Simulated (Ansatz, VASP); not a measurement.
## One calculation of BN, two programs

The input INCAR:

```
SYSTEM = BN
  PREC = Accurate
  ENCUT = 520
  EDIFF = 1E-6
  ISMEAR = 0
  SIGMA = 0.05
  LREAL = .False.
  LASPH = .True.
  NELM = 60
  ALGO = Normal
  ISIF = 2
  LWAVE = .False.
  LCHARG = .True.
  GGA = PE
  LELF = .True.
  LVHAR = .True.
  NBANDS = 16
```

Contents of KPOINTS:

```
Automatic mesh
0
Gamma
  8 8 6
  0 0 0
```

POSCAR

```
BN
1.0
    0.1565945389     -1.4577935152     -1.9266847883
    0.0571381163      1.6761556864     -2.1450469595
    3.3776355041     -0.0994564225     -0.2137326552
B N
2 2
Direct
    0.5039613875      0.4967017278      0.5022299853
   -0.0027843262      0.0033426486      0.0073019840
   -0.0032211512      0.4926583233      0.2471211213
    0.5020440899      0.0072973003      0.7433469094
```

Input for Ansatz:

```yaml
crystal:
  lattice:
    - [0.1565945389, -1.4577935152, -1.9266847883]
    - [0.0571381163, 1.6761556864, -2.1450469595]
    - [3.3776355041, -0.0994564225, -0.2137326552]
  atoms:
    - { symbol: B, position: [0.5039613875, 0.4967017278, 0.5022299853] }
    - { symbol: B, position: [-0.0027843262, 0.0033426486, 0.007301984] }
    - { symbol: "N", position: [-0.0032211512, 0.4926583233, 0.2471211213] }
    - { symbol: "N", position: [0.5020440899, 0.0072973003, 0.7433469094] }
basis:
  ecutwfc: 420
kpoints:
  mp_grid: { grid: [8, 8, 6] }
hamiltonian:
  xc: pbe
scf:
  occupations: { method: gaussian, width: 0.05 }
output:
  forces: true
  stress: true
  eigenvalues: true
```

Change from the starting cell: all atoms moved at random, sigma 0.02 Å a component, cell strained at random, sigma 0.1.

Alike in both runs: task single point; functional PBE; k mesh 8 × 8 × 6; occupations gaussian, width 0.05 eV; no spin polarisation.

```csv
,VASP,Ansatz
version,VASP 6.6.1,Ansatz 0.2.0
potentials or method,"VASP PAW PBE potentials, release 64 (B, N)","scalar-relativistic, plane waves, PAW"
plane-wave cutoff (eV),520,420
valence electrons in the cell,16,16
```

VASP gave:

```
gap on the k mesh at the Fermi level (eV)       : 1.17
least direct gap on the mesh (eV)               : 2.25
pressure (GPa)                                  : 62.3
largest component of the traceless stress (GPa) : 118.66
rms of the force components (eV/Å)              : 1.228
```

Estimate Ansatz's values.

gap on the k mesh at the Fermi level (eV): 1.19; least direct gap on the mesh (eV): 2.27; pressure (GPa): 61.8; largest component of the traceless stress (GPa): 118.69; rms of the force components (eV/Å): 1.221.

Atom by atom the forces differ by 0.009 eV/Å (rms over components). The functional is the same, so the differences come from potentials, cutoffs and numerics.

Caveats: the cell as given lies far from equilibrium; so large a pressure means that the cell lies far from this level's equilibrium, or that cutoff or potentials fall short (VASP); forces of over 1 eV/Å show positions far from the minimum, so gaps and moduli don't describe the material at rest. A k mesh can miss the band edges.
